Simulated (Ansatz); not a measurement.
# TiTe2: the cost of one run

Program: Ansatz 0.2.0. Level of theory: DFT PBE, scalar-relativistic, plane waves, PAW. These are calculated values, not measurements.

1 further run of the same task is left out (set aside as unsound or not needed).

**1. Starting point**

It takes space group P-3m1 (No. 164, trigonal). The conventional cell has a = 3.777 Å, b = 3.777 Å, c = 6.498 Å, α = 90.00°, β = 90.00°, γ = 120.00°. Ti (site symmetry -3m) has 6 Te at 2.77 Å as nearest neighbours. Around Te (site symmetry 3m) lie 3 Ti at 2.77 Å.

Coordinates:

```
CELL_PARAMETERS angstrom
3.77700 0.00000 0.00000
-1.88850 3.27098 0.00000
0.00000 0.00000 6.49800
ATOMIC_POSITIONS crystal
Ti 0.00000 0.00000 0.00000
Te 0.66667 0.33333 0.26280
Te 0.33333 0.66667 0.73720
```

The structure comes from the Crystallography Open Database.

**2. A change within the space group**

The change: strain xx, yy, zz, yz, xz, xy = +4.2, +4.2, +5.7, +0.0, +0.0, +0.0 %; atoms moved by 0.06 Å root mean square, at most 0.07 Å.

Input file input.yaml:

```yaml
crystal:
  lattice:
    - [3.936239245, 0.0, 0.0]
    - [-1.9681196225, 3.4088831816, 0.0]
    - [0.0, 0.0, 6.86942568]
  atoms:
    - { symbol: Ti, position: [0.0, 0.0, 0.0] }
    - { symbol: Te, position: [0.6666666667, 0.3333333333, 0.2741088169] }
    - { symbol: Te, position: [0.3333333333, 0.6666666667, 0.7258911831] }
basis:
  ecutwfc: 420
kpoints:
  mp_grid: { grid: [15, 15, 8] }
hamiltonian:
  xc: pbe
scf:
  occupations: { method: gaussian, width: 0.1 }
output:
  forces: true
  stress: true
  eigenvalues: true
```

**Question.** How long does this run take on 1 thread of an x86-64 CPU, shared host, and how much memory does it need?

About 11 s, with a peak of 0.67 GiB.
